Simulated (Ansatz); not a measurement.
The calculation used DFT PBE, scalar-relativistic, plane waves, PAW (Ansatz 0.2.0). Several structures of YZr₂O₂ were relaxed, and the powder pattern of one of them was computed from 10° to 70° in 2θ (λ = 1.5406 Å; lines under 1 % are left out).

Cu Kα1 powder pattern (kinematic, no thermal factors).
2θ (°) (relative intensity): 15.44 (43), 22.36 (48), 29.81 (4), 31.16 (40), 31.50 (7), 33.74 (100), 42.66 (39), 43.67 (6), 44.90 (11), 45.63 (10), 47.52 (1), 48.69 (11), 53.77 (34), 53.98 (4), 57.11 (29), 60.53 (1), 61.92 (12), 63.66 (7), 64.24 (3), 64.99 (4), 65.75 (2), 66.70 (2)

Task: Which structure gives it?
A.

```
Y Zr O
1.0
     3.29685    0.00000    0.00000
    -1.64842    2.85515    0.00000
     0.00000    0.00000    8.15166
Y Zr O
1 2 2
Direct
  0.00000 0.00000 0.00000
  0.33333 0.66667 0.34192
  0.66667 0.33333 0.65808
  0.33333 0.66667 0.83474
  0.66667 0.33333 0.16526
```

B.

```
Y Zr O
1.0
    -2.11749    2.11749    5.73530
     2.11749   -2.11749    5.73530
     2.11749    2.11749   -5.73530
Y Zr O
1 2 2
Direct
  0.00000 0.00000 0.00000
  0.75000 0.25000 0.50000
  0.25000 0.75000 0.50000
  0.19773 0.19773 0.00000
  0.80227 0.80227 0.00000
```

C.

```
Y Zr O
1.0
     5.05915    0.00000    0.00000
    -2.52958    4.38135    0.00000
     0.00000    0.00000    4.09749
Y Zr O
1 2 2
Cartesian
  0.0000 0.0000 0.0000
  0.0000 2.9209 2.0487
  2.5296 1.4605 2.0487
  0.0000 2.9209 0.0000
  2.5296 1.4605 0.0000
```

Result: B. Its strongest line, at 2θ = 33.74°, has d = λ/(2 sin θ) = 2.655 Å and is the (1 1 2) reflection of the conventional I4/mmm cell with a = 4.235 Å, c = 11.471 Å. The others have their strongest lines at 38.5° (A); 35.5° (C).

The cells needn't be stable.
